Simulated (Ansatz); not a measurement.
# In (I4/mmm) in Ansatz: a series of runs

The runs below take In through band structure, single point, equation of state, with PBE, LDA, PBEsol.

Program: Ansatz 0.2.0. These are calculated values, not measurements. Logs are shortened: lines on timing, memory, paths and dates and some standing lists are left out, and cuts for length are marked.

## Step 1: Starting point

It takes space group I4/mmm (No. 139, tetragonal). Conventional cell: a = 3.251 Å, b = 3.251 Å, c = 4.947 Å, α = 90.00°, β = 90.00°, γ = 90.00°. In (site symmetry 4/mmm) has 12 In at 3.25 to 3.38 Å as nearest neighbours.

## Step 2: Band structure, PBE

input.yaml reads:

```yaml
crystal:
  lattice:
    - [-1.62547, 1.62547, 2.4737]
    - [1.62547, -1.62547, 2.4737]
    - [1.62547, 1.62547, -2.4737]
  atoms:
    - { symbol: In, position: [0.0, 0.0, 0.0] }
kpoints:
  mp_grid: { grid: [11, 11, 11] }
  band_path:
    path:
      - [0.0, 0.0, 0.0]
      - [0.0, 0.0, 0.5]
      - [-0.2158906645, 0.2158906645, 0.5]
      - [-0.3579453323, 0.3579453323, 0.3579453323]
      - [0.0, 0.0, 0.0]
      - [0.5, 0.5, -0.5]
      - [0.3579453323, 0.6420546677, -0.3579453323]
      - [0.0, 0.5, 0.0]
    npoints: 10
scf:
  occupations: { method: fermi_dirac, width: 0.05 }
hamiltonian:
  xc: pbe
  pseudopotentials: { kind: all_electron, lapw: { basis_error: 0.001 } }
output:
  forces: true
  stress: true
  eigenvalues: true
```

Potentials or basis: all-electron LAPW, scalar-relativistic.

Started as:

```sh
$ ansatz run input.yaml --threads 1 --pin off --max-ram 3072MiB --backend cpu --events-out ev --progress --plain --runs-dir out
```

The program printed:

```text
Warning: RAYON_NUM_THREADS=1 ignored (pool sized by the plan → 1); use --threads N
LAPW: plane waves up to 6.853 Å⁻¹, error target 1.0e-3 eV per atom; small_component_spin mean_spin; In in spheres of 1.625 Å, 21 of its electrons in bands, Dirac shells [] (how accurate: hamiltonian.pseudopotentials.lapw.basis_error, Limitations)
Engine: ansatz 0.2.0, x86_64-unknown-linux-gnu
Pseudopotentials: kind: all_electron
Pseudopotential: In, LAPW, valence charge 21, lapw/all_electron/scalar/gaussian/In, Koelling and Harmon's equation, gaussian nucleus
Functional definition: PBE
  parameter kappa = 0.804
  parameter beta = 0.06672455060314922
  exchange = pbe_x(kappa = kappa, mu = beta*pi^2/3)
  correlation = pbe_c(beta = beta)
Crystal: 1 atoms, lattice volume = 26.144 Å³
Basis set: ecut = 178.92082568541127 eV, 145 PW (Γ), exchange–correlation at level 2
Bands: 15, of which v1, the nominal top of the filled ones, is band 11 counted from 1 (10 counted from 0)
Symmetry: 16 space group operations
Space group: I4/mmm (ITA 139), of the structure as read, at distance tolerance 3.0e-5 Å
k-points: 126 of 1331
Non-local potential: In, projectors of the file, none
Initial density: superposition of atomic densities (chi_scale 0.1, normalization cell)
Initial wavefunctions: plane waves of lowest kinetic energy (no species holds an atomic orbital)
Functional: x = pbe(κ = 0.804, μ = 0.2195149727645171), c = pbe(β = 0.06672455060314922)
iter 1 solved again at ethr=3.43e-5 eV; its pass at ethr=1.00e-1 eV (dr2=7.21e-3 eV) is discarded
SCF iter   1: F=—  HF=-160045.992027 eV  |F-HF|=—  |Δ(HF+E_count)|=         —  Δρ=6.23e-3  dr2=7.27e-3  ethr=3.43e-5  ⟨swp⟩=3.5  Hψ=13639  notcnv=0
preconditioner: auto → Kerker (q_TF=auto, 2.630 Å⁻¹)  [metal: Δε(μ)=0.052 eV  Ē_g=19.388 eV  σ=0.050 eV  W_gap=0.25  n_scr=10 (ndim 8)  ℏωp=26.2 eV  f_vac=0.000  D(μ)=0.46/eV (n_scr^D=0)]
SCF iter   2: F=—  HF=-160045.965834 eV  |F-HF|=—  |Δ(HF+E_count)|=   2.62e-2  Δρ=3.53e-3  dr2=2.81e-3  ethr=3.43e-5  ⟨swp⟩=2.0  Hψ=5511  notcnv=0
SCF iter   3: F=—  HF=-160045.964200 eV  |F-HF|=—  |Δ(HF+E_count)|=   1.63e-3  Δρ=2.37e-3  dr2=1.44e-3  ethr=1.34e-5  ⟨swp⟩=2.0  Hψ=5368  notcnv=0
SCF iter   4: F=—  HF=-160045.964105 eV  |F-HF|=—  |Δ(HF+E_count)|=   9.48e-5  Δρ=1.01e-3  dr2=3.23e-4  ethr=6.87e-6  ⟨swp⟩=2.0  Hψ=5369  notcnv=0
iter 5 solved again at ethr=8.48e-8 eV; its pass at ethr=1.54e-6 eV (dr2=1.78e-5 eV) is discarded
SCF iter   5: F=—  HF=-160045.964227 eV  |F-HF|=—  |Δ(HF+E_count)|=   1.22e-4  Δρ=2.26e-4  dr2=1.78e-5  ethr=8.48e-8  ⟨swp⟩=2.0  Hψ=9096  notcnv=0
SCF iter   6: F=—  HF=-160045.964230 eV  |F-HF|=—  |Δ(HF+E_count)|=   3.20e-6  Δρ=5.32e-5  dr2=6.72e-7  ethr=8.48e-8  ⟨swp⟩=2.0  Hψ=5367  notcnv=0
SCF iter   7: F=-160045.964230 eV  HF=-160045.964230 eV  |F-HF|=9.08e-9  |Δ(HF+E_count)|=   1.16e-7  Δρ=1.37e-5  dr2=6.25e-8  ethr=3.20e-9  ⟨swp⟩=2.0  Hψ=5371  notcnv=0
SCF 1 converged in 7 iterations: F = -160045.964230 eV  dr2 = 6.25e-8
NSCF: frozen V_eff on 71 k-points
SCF converged after 7 iterations
Free energy (F): -160045.964230 eV
Harris-Foulkes:  -160045.964230 eV  (|F-HF|=9.08e-9)
Internal energy: -160045.960325 eV  (E = F + TS)
E sigma→0 (E₀):  -160045.962277 eV
Entropy (-TS):   -0.003906 eV (-3.906 meV/atom)
Fermi energy:    13.588926 eV
--- Per-component energies (eV) ---
  E_band       = -546.660754
  E_kinetic    = 167987.978726
  E_xc         = -4352.995101
  E_electrostatic = -323680.943950  (all electrons and nuclei)
  E_smearing   = -0.003906  (= −TS)
  E_closure    = 0.000000  (closes the sum)
  E_atoms      = -160043.426162  (free atoms, spherical and without spin; not in F)
  Σ components = -160045.964230   (vs F -160045.964230, Δ=0.00e0)
  Basis errors (estimates in eV, not in F): energy 2.1e-4 per atom: plane waves 2.1e-4 (1.1e-4 summed), levels above the bands 1.5e-116, relativity 4.8e-8, radial functions 2.2e-6, core shells 1.1e-9; eigenvalues (radial functions only) 1.6e-5; not estimated: angular momenta, meshes, grids; target (lapw.basis_error) 1.0e-3; muffin-tin radii In 1.625 Å
--- Forces (eV/Å), atoms counted from 1 ---
  atom   1  In    -0.00000000     0.00000000     0.00000000
  max |Σ_I F_I| component: 1.73e-31 eV/Å
--- Stress (GPa, compression-positive) ---
        2.224577      -0.000000      -0.000000
       -0.000000       2.224577       0.000000
       -0.000000       0.000000       1.690389
  P = ⅓ Tr σ = 2.0465 GPa (20.465 kbar)
--- Band table (eV; the first three rows and the last of 126) ---
  k-point 0: bands = ["-101.9031", "-60.3842", "-60.3773", "-60.3773", "-1.1552", "-1.0479", "-1.0479", "-0.9666", "-0.8644", "4.0058", "24.1020", "24.1020", "24.2776", "25.1192", "27.5011"]
  k-point 1: bands = ["-101.9031", "-60.3844", "-60.3779", "-60.3776", "-1.1199", "-1.0670", "-1.0268", "-0.9584", "-0.8785", "4.2592", "22.7309", "22.9263", "23.2497", "24.1585", "28.8595"]
  k-point 2: bands = ["-101.9029", "-60.3849", "-60.3796", "-60.3787", "-1.1180", "-1.0228", "-0.9741", "-0.9684", "-0.8856", "5.0269", "20.7257", "20.9790", "21.6574", "22.8803", "25.0646"]
  k-point 125: bands = ["-101.9027", "-60.3904", "-60.3799", "-60.3795", "-1.3087", "-1.1909", "-0.7737", "-0.7504", "-0.7339", "10.7141", "11.0368", "16.9409", "18.4393", "21.8222", "23.2965"]
```

Wall time 7.2 s (1 thread of Intel Xeon Platinum 8488C (Sapphire Rapids), shared host); peak memory 0.34 GiB.

Results:

* Free energy: -160045.9642 eV
* Pressure: 2.0 GPa
* Band gap along the path: none (metal or under the smearing width)

Levels at the corners of the path, in eV from the Fermi level:
| point | band 8 | band 9 | band 10 | band 11 | band 12 | band 13 | band 14 | band 15 |
| --- | --- | --- | --- | --- | --- | --- | --- | --- |
| Γ | -14.56 | -14.45 | -9.58 | 10.51 | 10.51 | 10.69 | 11.53 | 13.91 |
| X | -14.34 | -14.26 | -1.99 | -1.68 | 3.49 | 3.92 | 6.99 | 7.30 |
| Y | -14.45 | -14.33 | -1.69 | -0.29 | 0.10 | 1.29 | 12.95 | 13.04 |
| S | -14.45 | -14.37 | -2.54 | -1.24 | -0.55 | 6.12 | 8.92 | 15.80 |
| Γ | -14.56 | -14.45 | -9.58 | 10.51 | 10.51 | 10.69 | 11.53 | 13.91 |
| Z | -14.32 | -14.32 | -2.96 | -2.71 | 4.70 | 4.70 | 8.15 | 8.17 |
| S1 | -14.45 | -14.37 | -2.54 | -1.24 | -0.55 | 6.12 | 8.92 | 15.80 |
| N | -14.37 | -14.33 | -4.34 | -3.41 | 7.51 | 9.13 | 11.07 | 11.39 |

Caveat: spin-orbit coupling is left out, which moves the levels of the heavy elements.

## Step 3: Band structure, LDA

Changes to input.yaml since step 2:

```diff
@@ -23,3 +23,3 @@
 hamiltonian:
-  xc: pbe
+  xc: lda
   pseudopotentials: { kind: all_electron, lapw: { basis_error: 0.001 } }
```

Potentials or basis: all-electron LAPW, scalar-relativistic.

Started as:

```sh
$ ansatz run input.yaml --threads 1 --pin off --max-ram 3072MiB --backend cpu --events-out ev --progress --plain --runs-dir out
```

The program printed:

```text
Warning: RAYON_NUM_THREADS=1 ignored (pool sized by the plan → 1); use --threads N
LAPW: plane waves up to 6.860 Å⁻¹, error target 1.0e-3 eV per atom; small_component_spin mean_spin; In in spheres of 1.625 Å, 21 of its electrons in bands, Dirac shells [] (how accurate: hamiltonian.pseudopotentials.lapw.basis_error, Limitations)
[... 3 set-up lines as earlier in the session ...]
Functional definition: SPW92
  exchange = slater_x
  correlation = pw_c
Crystal: 1 atoms, lattice volume = 26.144 Å³
Basis set: ecut = 179.281429856544 eV, 145 PW (Γ), exchange–correlation at level 2
Bands: 15, of which v1, the nominal top of the filled ones, is band 11 counted from 1 (10 counted from 0)
[... 2 set-up lines as earlier in the session ...]
k-points: 126 of 1331
[... 3 set-up lines as earlier in the session ...]
Functional: x = slater, c = lda
iter 1 solved again at ethr=2.98e-5 eV; its pass at ethr=1.00e-1 eV (dr2=6.25e-3 eV) is discarded
SCF iter   1: F=—  HF=-159905.476756 eV  |F-HF|=—  |Δ(HF+E_count)|=         —  Δρ=5.84e-3  dr2=6.31e-3  ethr=2.98e-5  ⟨swp⟩=3.6  Hψ=13682  notcnv=0
preconditioner: auto → Kerker (q_TF=auto, 2.630 Å⁻¹)  [metal: Δε(μ)=0.037 eV  Ē_g=19.294 eV  σ=0.050 eV  W_gap=0.18  n_scr=10 (ndim 8)  ℏωp=26.2 eV  f_vac=0.000  D(μ)=0.47/eV (n_scr^D=0)]
SCF iter   2: F=—  HF=-159905.445299 eV  |F-HF|=—  |Δ(HF+E_count)|=   3.15e-2  Δρ=3.15e-3  dr2=2.26e-3  ethr=2.98e-5  ⟨swp⟩=2.0  Hψ=5487  notcnv=0
SCF iter   3: F=—  HF=-159905.442655 eV  |F-HF|=—  |Δ(HF+E_count)|=   2.64e-3  Δρ=2.13e-3  dr2=1.16e-3  ethr=1.08e-5  ⟨swp⟩=2.0  Hψ=5367  notcnv=0
SCF iter   4: F=—  HF=-159905.442238 eV  |F-HF|=—  |Δ(HF+E_count)|=   4.17e-4  Δρ=9.20e-4  dr2=2.64e-4  ethr=5.53e-6  ⟨swp⟩=2.0  Hψ=5368  notcnv=0
iter 5 solved again at ethr=5.92e-8 eV; its pass at ethr=1.26e-6 eV (dr2=1.24e-5 eV) is discarded
SCF iter   5: F=—  HF=-159905.442288 eV  |F-HF|=—  |Δ(HF+E_count)|=   4.98e-5  Δρ=1.91e-4  dr2=1.24e-5  ethr=5.92e-8  ⟨swp⟩=2.0  Hψ=9096  notcnv=0
SCF iter   6: F=—  HF=-159905.442288 eV  |F-HF|=—  |Δ(HF+E_count)|=   7.34e-7  Δρ=4.94e-5  dr2=6.49e-7  ethr=5.92e-8  ⟨swp⟩=2.0  Hψ=5367  notcnv=0
SCF iter   7: F=-159905.442288 eV  HF=-159905.442288 eV  |F-HF|=2.85e-9  |Δ(HF+E_count)|=   2.79e-9  Δρ=1.26e-5  dr2=6.01e-8  ethr=3.09e-9  ⟨swp⟩=2.0  Hψ=5367  notcnv=0
SCF 1 converged in 7 iterations: F = -159905.442288 eV  dr2 = 6.01e-8
NSCF: frozen V_eff on 71 k-points
SCF converged after 7 iterations
Free energy (F): -159905.442288 eV
Harris-Foulkes:  -159905.442288 eV  (|F-HF|=2.85e-9)
Internal energy: -159905.438285 eV  (E = F + TS)
E sigma→0 (E₀):  -159905.440287 eV
Entropy (-TS):   -0.004003 eV (-4.003 meV/atom)
Fermi energy:    13.201278 eV
--- Per-component energies (eV) ---
  E_band       = -550.760471
  E_kinetic    = 167793.545570
  E_xc         = -4210.325517
  E_electrostatic = -323488.658338  (all electrons and nuclei)
  E_smearing   = -0.004003  (= −TS)
  E_closure    = 0.000000  (closes the sum)
  E_atoms      = -159902.245388  (free atoms, spherical and without spin; not in F)
  Σ components = -159905.442288   (vs F -159905.442288, Δ=0.00e0)
  Basis errors (estimates in eV, not in F): energy 2.1e-4 per atom: plane waves 2.1e-4 (1.1e-4 summed), levels above the bands 2.5e-117, relativity 2.0e-9, radial functions 2.1e-6, core shells 1.1e-9; eigenvalues (radial functions only) 1.6e-5; not estimated: angular momenta, meshes, grids; target (lapw.basis_error) 1.0e-3; muffin-tin radii In 1.625 Å
--- Forces (eV/Å), atoms counted from 1 ---
  atom   1  In    -0.00000000     0.00000000     0.00000000
  max |Σ_I F_I| component: 3.45e-31 eV/Å
--- Stress (GPa, compression-positive) ---
       -2.497992      -0.000000      -0.000000
       -0.000000      -2.497992       0.000000
       -0.000000       0.000000      -2.571472
  P = ⅓ Tr σ = -2.5225 GPa (-25.225 kbar)
--- Band table (eV; the first three rows and the last of 126) ---
  k-point 0: bands = ["-101.8637", "-60.4558", "-60.4496", "-60.4496", "-1.4127", "-1.3024", "-1.3024", "-1.2186", "-1.1154", "3.6061", "23.6047", "23.6047", "23.7673", "24.8772", "27.2064"]
  k-point 1: bands = ["-101.8636", "-60.4560", "-60.4502", "-60.4500", "-1.3769", "-1.3217", "-1.2808", "-1.2102", "-1.1298", "3.8592", "22.2787", "22.4697", "22.7689", "23.9132", "28.5237"]
  k-point 2: bands = ["-101.8635", "-60.4565", "-60.4520", "-60.4511", "-1.3735", "-1.2780", "-1.2267", "-1.2213", "-1.1365", "4.6261", "20.2948", "20.5498", "21.1645", "22.6392", "24.7751"]
  k-point 125: bands = ["-101.8632", "-60.4622", "-60.4524", "-60.4519", "-1.5685", "-1.4474", "-1.0228", "-0.9988", "-0.9820", "10.2432", "10.6873", "16.5573", "18.0159", "21.5526", "22.9895"]
```

Wall time 7 s (1 thread of Intel Xeon Platinum 8488C (Sapphire Rapids), shared host); peak memory 0.33 GiB.

Results:

- Free energy: -159905.4423 eV
- Pressure: -2.5 GPa
- Band gap along the path: none (metal or under the smearing width)

Levels at the corners of the path, in eV from the Fermi level:
```tsv
point	band 9	band 10	band 11	band 12	band 13	band 14
Γ	-14.32	-9.60	10.40	10.40	10.57	11.68
X	-14.12	-1.96	-1.77	3.46	3.90	7.08
Y	-14.19	-1.82	-0.26	0.13	1.36	12.96
S	-14.23	-2.64	-1.20	-0.50	6.08	9.03
Γ	-14.32	-9.60	10.40	10.40	10.57	11.68
Z	-14.18	-3.04	-2.67	4.66	4.66	8.25
S1	-14.23	-2.64	-1.20	-0.50	6.08	9.03
N	-14.19	-4.40	-3.36	7.43	9.03	11.19
```

Caveat: spin-orbit coupling is left out, which moves the levels of the heavy elements.

## Step 4: Band structure, PBEsol

Changes to input.yaml since step 3:

```diff
@@ -23,3 +23,3 @@
 hamiltonian:
-  xc: lda
+  xc: pbesol
   pseudopotentials: { kind: all_electron, lapw: { basis_error: 0.001 } }
```

Started as:

```sh
$ ansatz run input.yaml --threads 1 --pin off --max-ram 3072MiB --backend cpu --events-out ev --progress --plain --runs-dir out
```

Wall time 7.1 s (1 thread of Intel Xeon Platinum 8488C (Sapphire Rapids), shared host); peak memory 0.34 GiB.

Results (log left out):

- Free energy: -159973.5576 eV
- Pressure: -0.9 GPa
- Band gap along the path: none (metal or under the smearing width)

Stress tensor (GPa, compression positive):
```
-0.78  0.00  0.00
 0.00 -0.78  0.00
 0.00  0.00 -1.20
```

Levels at the corners of the path, in eV from the Fermi level:
| point | band 9 | band 10 | band 11 | band 12 | band 13 | band 14 |
| --- | --- | --- | --- | --- | --- | --- |
| Γ | -14.35 | -9.59 | 10.50 | 10.50 | 10.68 | 11.55 |
| X | -14.16 | -1.99 | -1.69 | 3.49 | 3.92 | 6.99 |
| Y | -14.23 | -1.70 | -0.28 | 0.10 | 1.29 | 12.95 |
| S | -14.27 | -2.55 | -1.24 | -0.55 | 6.12 | 8.93 |
| Γ | -14.35 | -9.59 | 10.50 | 10.50 | 10.68 | 11.55 |
| Z | -14.21 | -2.96 | -2.71 | 4.69 | 4.69 | 8.16 |
| S1 | -14.27 | -2.55 | -1.24 | -0.55 | 6.12 | 8.93 |
| N | -14.22 | -4.34 | -3.41 | 7.50 | 9.12 | 11.07 |

Caveat: spin-orbit coupling is left out, which moves the levels of the heavy elements.

(Part 1 of 2 ends here.)
